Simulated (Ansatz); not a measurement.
Consider ZrO2 (space group P4_2/nmc, No. 137; a = 3.621 Å, c = 5.284 Å). Axes: x, y, z lie along a, b, c of the conventional cell.

Calculations: PBE (Ansatz, a first-principles code, PAW, without spin-orbit coupling), earlier PAW set.

It is then changed as follows: every lattice vector is shortened by 1.88 %; the atoms relax in the strained cell.

Problem. Predict the stress tensor and what it implies for the stiffness.

Solution. Stress of the strained cell less that of the base (GPa, compression positive):
```
  12.83    0.00    0.00
   0.00   12.83    0.00
   0.00    0.00    8.18
```

Then B = −ΔP/(ΔV/V₀) with ΔV/V₀ = -0.0553 gives secant stiffness values (nonlinear terms included at this strain): B (at held cell shape, above the free-shape value) ≈ 204 GPa.

As a check, the harmonic strain energy −½ V₀ Δσ:ε is 23 meV/atom; the computed energy rise is 21 meV/atom.

No phonon test of stability was made. This is not the structure that ZrO2 has at room temperature and ambient pressure.
